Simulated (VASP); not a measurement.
# CdSe (F-43m) in VASP: notebook, part 2 of 2

VASP 6.6.1.

### Step 4. Single point, PBE (volume scaled by 0.98)

Input file INCAR:

```
SYSTEM = CdSe
ALGO = Normal
EDIFF = 1E-6
ENCUT = 520
GGA = PE
ISIF = 2
ISMEAR = -1
LASPH = .True.
LCHARG = .True.
LELF = .True.
LREAL = .False.
LVHAR = .True.
LWAVE = .False.
NBANDS = 16
NELM = 100
PREC = Accurate
SIGMA = 0.05
```

Input file KPOINTS:

```
k-points
0
Gamma
  8 8 8
  0 0 0
```

Input file POSCAR:

```
CdSe
1.0
    0.0000000000      3.0496647307      3.0496647307
    3.0496647307      0.0000000000      3.0496647307
    3.0496647307      3.0496647307      0.0000000000
Cd Se
1 1
Direct
    0.0000000000      0.0000000000      0.0000000000
    0.2500000000      0.2500000000      0.2500000000
```

Potentials or basis: VASP PAW PBE potentials, release 64 (Cd, Se).

Run with:

```console
cat potpaw_PBE.64/Cd/POTCAR potpaw_PBE.64/Se/POTCAR > POTCAR
mpirun -np 1 vasp_std > vasp.out
```

OUTCAR:

```text
SYSTEM = CdSe
   EDIFF = 1E-6
   ENCUT = 520
   GGA = PE
   ISIF = 2
   ISMEAR = -1
   LASPH = .True.
   LREAL = .False.
   NELM = 100
   PREC = Accurate

 ion  position               nearest neighbor table
   1  0.000  0.000  0.000-   2 2.64   2 2.64   2 2.64   2 2.64
   2  0.250  0.250  0.250-   1 2.64   1 2.64   1 2.64   1 2.64

  LATTYP: Found a face centered cubic cell.
 ALAT       =     6.0993294614

  Lattice vectors:

 A1 = (   0.0000000000,   3.0496647307,   3.0496647307)
 A2 = (   3.0496647307,   0.0000000000,   3.0496647307)
 A3 = (   3.0496647307,   3.0496647307,   0.0000000000)

[... 624 lines left out ...]
      5      -6.6494      2.00000
      6      -6.2916      2.00000
[... 8 lines left out ...]
     15      12.5338      0.00000
     16      13.4863      0.00000

 [... further k-points ...]
[... 5 lines left out ...]
  --------------------------------------------------------------------------------------
  -------------------------------------------------------------------------------------
  Total        0.9475738      0.9475738      0.9475738      0.0000000     -0.0000000     -0.0000000
  in kB       26.7631572     26.7631572     26.7631572      0.0000000     -0.0000000     -0.0000000
  external PRESSURE =      26.7631572 kB  Pullay stress =       0.0000000 kB

 VOLUME and BASIS-vectors are now :
 -----------------------------------------------------------------------------
  energy-cutoff  :      520.00
  volume of cell :       56.73
      direct lattice vectors                 reciprocal lattice vectors
     0.000000000  3.049664731  3.049664731    -0.163952449  0.163952449  0.163952449
     3.049664731  0.000000000  3.049664731     0.163952449 -0.163952449  0.163952449
     3.049664731  3.049664731  0.000000000     0.163952449  0.163952449 -0.163952449

 POSITION                                       TOTAL-FORCE (eV/Angst)
 -----------------------------------------------------------------------------------
      0.00000      0.00000      0.00000         0.000000     -0.000000      0.000000
      1.52483      1.52483      1.52483        -0.000000      0.000000     -0.000000
 -----------------------------------------------------------------------------------
    total drift:                               -0.000000     -0.000000     -0.000000

  FREE ENERGIE OF THE ION-ELECTRON SYSTEM (eV)
  ---------------------------------------------------
  free  energy   TOTEN  =        -5.4752179088 eV

  energy  without entropy=       -5.4752009529  energy(sigma->0) =       -5.47520943
```

stdout:

```text
POSCAR found type information on POSCAR CdSe
 POSCAR found :  2 types and       2 ions
 scaLAPACK will be used
 LDA part: xc-table for (Slater+PW92), standard interpolation
 POSCAR, INCAR and KPOINTS ok, starting setup
 FFT: planning ... GRIDC
 FFT: planning ... GRID_SOFT
 FFT: planning ... GRID
 WAVECAR not read
 entering main loop
```

Wall time 8.2 s (1 thread of Intel Xeon 6975P-C (Granite Rapids), shared host); peak memory 0.18 GiB.

What came out:

```
Free energy            : -5.4752 eV
Pressure               : 2.7 GPa
Band gap on the k mesh : 0.59 eV, direct
```

Levels at points of the mesh, in eV from the valence-band top:
```tsv
k point	band 6	band 7	band 8	band 9	band 10	band 11	band 12	band 13
(0.00, 0.00, 0.00)	-7.54	0.00	0.00	0.00	0.59	5.94	5.94	5.94
(0.50, 0.00, 0.00)	-7.25	-4.34	-0.74	-0.74	2.38	6.44	6.44	7.40
(0.50, 0.50, 0.00)	-7.19	-4.04	-1.82	-1.82	3.15	3.75	9.08	10.17
```

### Step 5. Single point, PBE (volume scaled by 1.06)

Input file INCAR:

```
SYSTEM = CdSe
PREC = Accurate
ENCUT = 520
EDIFF = 1E-6
ISMEAR = -1
SIGMA = 0.05
LREAL = .FALSE.
LASPH = .TRUE.
NELM = 80
ALGO = Normal
ISIF = 2
LWAVE = .FALSE.
LCHARG = .TRUE.
GGA = PE
LELF = .TRUE.
LVHAR = .TRUE.
NBANDS = 16
```

Input file KPOINTS:

```
regular mesh
0
G
  8 8 8
  0 0 0
```

Input file POSCAR:

```
CdSe
1.0
    0.0000000000      3.1304878824      3.1304878824
    3.1304878824      0.0000000000      3.1304878824
    3.1304878824      3.1304878824      0.0000000000
Cd Se
1 1
Direct
    0.0000000000      0.0000000000      0.0000000000
    0.2500000000      0.2500000000      0.2500000000
```

Potentials or basis: VASP PAW PBE potentials, release 64 (Cd, Se).

Run with:

```console
cat potpaw_PBE.64/Cd/POTCAR potpaw_PBE.64/Se/POTCAR > POTCAR
mpirun -np 1 vasp_std > vasp.out
```

OUTCAR:

```text
SYSTEM = CdSe
   PREC = Accurate
   ENCUT = 520
   EDIFF = 1E-6
   ISMEAR = -1
   LREAL = .FALSE.
   LASPH = .TRUE.
   NELM = 80
   ISIF = 2
   GGA = PE

 ion  position               nearest neighbor table
   1  0.000  0.000  0.000-   2 2.71   2 2.71   2 2.71   2 2.71
   2  0.250  0.250  0.250-   1 2.71   1 2.71   1 2.71   1 2.71

  LATTYP: Found a face centered cubic cell.
 ALAT       =     6.2609757648

  Lattice vectors:

 A1 = (   0.0000000000,   3.1304878824,   3.1304878824)
 A2 = (   3.1304878824,   0.0000000000,   3.1304878824)
 A3 = (   3.1304878824,   3.1304878824,   0.0000000000)

Analysis of symmetry for initial positions (statically):
=====================================================================
 Subroutine PRICEL returns:
 Original cell was already a primitive cell.

 Routine SETGRP: Setting up the symmetry group for a
 face centered cubic supercell.

 Subroutine GETGRP returns: Found 24 space group operations
 (whereof 24 operations were pure point group operations)
 out of a pool of 48 trial point group operations.

The static configuration has the point symmetry T_d .

Analysis of symmetry for dynamics (positions and initial velocities):
=====================================================================
 Subroutine PRICEL returns:
 Original cell was already a primitive cell.

 Routine SETGRP: Setting up the symmetry group for a
 face centered cubic supercell.

 Subroutine GETGRP returns: Found 24 space group operations
 (whereof 24 operations were pure point group operations)
 out of a pool of 48 trial point group operations.

The dynamic configuration has the point symmetry T_d .

 Subroutine INISYM returns: Found 24 space group operations
 (whereof 24 operations are pure point group operations),
 and found     1 'primitive' translations

[... 112 lines left out ...]
   IMIX   =      4    mixing-type and parameters
     AMIX     =   0.40;   BMIX     =  1.00
     AMIX_MAG =   1.60;   BMIX_MAG =  1.00
  volume/ion in A,a.u.               =      30.68       207.03
  Fermi-wavevector in a.u.,A,eV,Ry     =   1.087786  2.055618 16.099493  1.183279
  Thomas-Fermi vector in A             =   2.223954
   LORBIT       =      0    0 simple, 1 ext, 2 COOP (PROOUT), +10 PAW based schemes
   GGA     = PE    functional components
   LHFCALC =     F    Hartree Fock is set to
   AEXX    =    0.0000 exact exchange contribution
   IVDW    =     0    specifies the selected vdW correction
   LEPSILON=     F    determine dielectric tensor
   LRPA    =     F    only Hartree local field effects (RPA)
 non-spin polarized calculation
  energy-cutoff  :      520.00
  volume of cell :       61.36
 maximum number of plane-waves:      1676
 NGX is ok and might be reduce to    36
   NGX = 17   NGY = 17   NGZ = 17

 number of electron      18.0000002 magnetization

 Free energy of the ion-electron system (eV)
  ---------------------------------------------------
  ext. energy  EPLUGINS =         0.00000000
  ---------------------------------------------------
  free energy    TOTEN  =        -5.49413387 eV

  energy without entropy =       -5.49406043  energy(sigma->0) =       -5.49409715

 E-fermi :   0.5483     XC(G=0):  -8.4968

 val. band max:        0.2904389933   @ k =   0.0000   0.0000   0.0000
 cond. band min:       0.7186581203   @ k =   0.0000   0.0000   0.0000
 fundamental gap:      0.4282191270
 Fermi energy:         0.5483482218

 k-point     1 :       0.0000    0.0000    0.0000
  band No.  band energies     occupation
      1     -11.8544      2.00000
      2      -7.3909      2.00000
      3      -7.3909      2.00000
      4      -7.3909      2.00000
      5      -7.1023      2.00000
      6      -7.1023      2.00000
[... 433 lines left out ...]
      3      -7.2703      2.00000
      4      -7.1155      2.00000
      5      -7.0890      2.00000
      6      -6.8002      2.00000
[... 8 lines left out ...]
     15      11.7084      0.00000
     16      12.6101      0.00000

 [... further k-points ...]

------------------------ aborting loop because EDIFF is reached ----------------------------------------

  FORCE on cell =-STRESS in cart. coord.  units (eV):
  Direction    XX          YY          ZZ          XY          YZ          ZX
  --------------------------------------------------------------------------------------
  -------------------------------------------------------------------------------------
  Total       -0.4162538     -0.4162538     -0.4162538     -0.0000000     -0.0000000      0.0000000
  in kB      -10.8693290    -10.8693290    -10.8693290     -0.0000000     -0.0000000      0.0000000
  external PRESSURE =     -10.8693290 kB  Pullay stress =       0.0000000 kB

 VOLUME and BASIS-vectors are now :
 -----------------------------------------------------------------------------
  energy-cutoff  :      520.00
  volume of cell :       61.36
      direct lattice vectors                 reciprocal lattice vectors
     0.000000000  3.130487882  3.130487882    -0.159719513  0.159719513  0.159719513
     3.130487882  0.000000000  3.130487882     0.159719513 -0.159719513  0.159719513
     3.130487882  3.130487882  0.000000000     0.159719513  0.159719513 -0.159719513

 POSITION                                       TOTAL-FORCE (eV/Angst)
 -----------------------------------------------------------------------------------
      0.00000      0.00000      0.00000         0.000000      0.000000      0.000000
      1.56524      1.56524      1.56524        -0.000000     -0.000000     -0.000000
 -----------------------------------------------------------------------------------
    total drift:                               -0.000000     -0.000000     -0.000000

  FREE ENERGIE OF THE ION-ELECTRON SYSTEM (eV)
  ---------------------------------------------------
  free  energy   TOTEN  =        -5.4941338707 eV

  energy  without entropy=       -5.4940604307  energy(sigma->0) =       -5.49409715
```

OSZICAR:

```text
N       E                     dE             d eps       ncg     rms          rms(c)
DAV:   1     0.105094379360E+03    0.10509E+03   -0.84850E+03   936   0.987E+02
DAV:   2    -0.184917127342E+01   -0.10694E+03   -0.10116E+03  1112   0.244E+02
DAV:   3    -0.586811087733E+01   -0.40189E+01   -0.40131E+01  1120   0.488E+01
DAV:   4    -0.588572310969E+01   -0.17612E-01   -0.17612E-01  1192   0.326E+00
DAV:   5    -0.588584073315E+01   -0.11762E-03   -0.11762E-03  1104   0.229E-01    0.519E+00
DAV:   6    -0.551288713112E+01    0.37295E+00   -0.57631E-01  1368   0.837E+00    0.424E+00
DAV:   7    -0.549288863644E+01    0.19998E-01   -0.12986E-01  1080   0.238E+00    0.190E+00
DAV:   8    -0.549375672331E+01   -0.86809E-03   -0.11479E-02  1048   0.125E+00    0.232E-01
DAV:   9    -0.549400674410E+01   -0.25002E-03   -0.13043E-03  1128   0.424E-01    0.523E-02
DAV:  10    -0.549407987495E+01   -0.73131E-04   -0.14150E-04  1184   0.140E-01    0.456E-02
DAV:  11    -0.549413401032E+01   -0.54135E-04   -0.85840E-05  1128   0.568E-02    0.179E-02
DAV:  12    -0.549413387069E+01    0.13963E-06   -0.10900E-06  1008   0.980E-03
   1 F= -.54941339E+01 E0= -.54940972E+01  d E =-.734400E-04
```

stdout:

```text
POSCAR found type information on POSCAR CdSe
 POSCAR found :  2 types and       2 ions
 scaLAPACK will be used
 LDA part: xc-table for (Slater+PW92), standard interpolation
 POSCAR, INCAR and KPOINTS ok, starting setup
 FFT: planning ... GRIDC
 FFT: planning ... GRID_SOFT
 FFT: planning ... GRID
 WAVECAR not read
 entering main loop
```

Run time: 12 s. Hardware: 1 thread of Intel Xeon 6975P-C (Granite Rapids), shared host; peak memory 0.21 GiB.

Results:

```yaml
Free_energy: -5.4941 eV
Pressure: -1.1 GPa
Band_gap_on_the_k_mesh: 0.43 eV, direct
```

### Step 6. Summary

| level | cell | smearing | gap on the mesh (eV) | pressure (GPa) |
| --- | --- | --- | --- | --- |
| RPBE | F-43m, 30.68 Å³/atom | fermi-dirac 0.05 eV | 0.60 | 0.7 |
| PBEsol | F-43m, 28.94 Å³/atom | fermi-dirac 0.1 eV | 0.43 | -1.1 |
| PBE | volume scaled by 0.98 | fermi-dirac 0.05 eV | 0.59 | 2.7 |
| PBE | volume scaled by 1.06 | fermi-dirac 0.05 eV | 0.43 | -1.1 |

Alike in all rows: task single point; potentials or basis VASP PAW PBE potentials, release 64 (Cd, Se); no spin polarisation; k mesh 8 × 8 × 8; cutoff (eV) 520.

Caveats: the PAW data sets were made with another functional, which shifts forces and pressure a little (some runs).

Total energies depend on the potentials used, so only differences within one code and one set of settings carry meaning.
